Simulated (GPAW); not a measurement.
A run of GPAW 26.7.0 is set up as follows.

The input run.py:

```python
from ase.dft.bandgap import bandgap
from ase.io import read, write
from ase.units import GPa
from gpaw import GPAW, PW, setup_paths

setup_paths.insert(0, '.')

atoms = read('POSCAR')

calc = GPAW(mode=PW(800),
            xc='GGA_X_PBEINT+GGA_C_PBEINT',
            kpts={'size': (10, 10, 10), 'gamma': True},
            occupations={'name': 'fermi-dirac', 'width': 0.05},
            nbands=11,
            convergence={'density': 1e-05, 'energy': 1e-05},
            maxiter=150,
            txt='gpaw.txt')
atoms.calc = calc
energy = atoms.get_potential_energy()
forces = atoms.get_forces()
stress = atoms.get_stress()
calc.write('gs.gpw')
write('result.traj', atoms)
print(f'Energy: {energy:.6f} eV')
print('Forces (eV/A):')
print(forces.round(4))
print('Stress (GPa):', (stress / GPa).round(3))
print('Fermi level:', round(calc.get_fermi_level(), 4), 'eV')
print(f'Gap: {bandgap(calc)[0]:.4f} eV, direct: {bandgap(calc, direct=True)[0]:.4f} eV')

path = atoms.cell.bandpath('GXWKGLUWLK,UX', npoints=80, eps=1e-4)
bs_calc = calc.fixed_density(kpts=path, symmetry='off', nbands=18,
                             convergence={'bands': 'CBM+6.0', 'eigenstates': 1e-6}, txt='bands.txt')
bs = bs_calc.band_structure()
bs.write('bs.json')
print(f'Gap on the path: {bandgap(bs_calc)[0]:.4f} eV')
```

The input POSCAR:

```
C
1.0
    0.0000000000      1.7833700000      1.7833700000
    1.7833700000      0.0000000000      1.7833700000
    1.7833700000      1.7833700000      0.0000000000
C
2
Direct
    0.7500000000      0.7500000000      0.7500000000
    0.5000000000      0.5000000000      0.5000000000
```

Potentials or basis: PAW data sets generated in the run's folder for this functional, pw.

Launch:

```console
$ gpaw-setup -f GGA_X_PBEINT+GGA_C_PBEINT C
$ OMP_NUM_THREADS=1 python run.py
```

(1) Estimate the pressure.

(2) What does it give for the band gap along the path?

(3) Estimate the band gap on the k mesh.

Results:

(1) -2.3 GPa.

(2) 3.97 eV, indirect (least direct gap 5.54 eV).

(3) 4.00 eV, indirect (least direct gap 5.54 eV).
